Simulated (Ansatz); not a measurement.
Crystal: SnO2 (Cassiterite).

```xyz
6
Lattice="4.7380 0.0000 0.0000 0.0000 4.7380 0.0000 0.0000 0.0000 3.1865" Properties=species:S:1:pos:R:3 pbc="T T T"
Sn    2.3690    2.3690    1.5933
Sn    0.0000    0.0000    0.0000
O     3.8240    0.9140    1.5933
O     3.2830    3.2830    0.0000
O     0.9140    3.8240    1.5933
O     1.4550    1.4550    0.0000
```

Base run:

- Program: Ansatz 0.2.0
- Functional: PBE
- Potentials or basis: Ansatz PAW
- Cutoff: 420 eV (not typed: the program's choice for these potentials)
- k mesh: 6 × 6 × 8
- Occupations: fermi-dirac, width 0.05 eV
- Spin: no spin polarisation

Its results: band gap on the k mesh 1.28 eV, direct; pressure 11.1 GPa; largest force 0.275 eV/Å.

Task: The run is repeated on the same cell with these changes: functional from PBE to revPBE. What comes out?

Result: Band gap on the k mesh 1.35 eV, direct; pressure 14.2 GPa; largest force 0.298 eV/Å.

revPBE binds less tightly than PBE, so the same cell stands under more pressure.

Caveats: spin-orbit coupling is left out, which moves the levels of the heavy elements; the PAW data sets come from PBE, with cores solved anew for the run's functional, which leaves a small shift of forces and pressure (some runs).
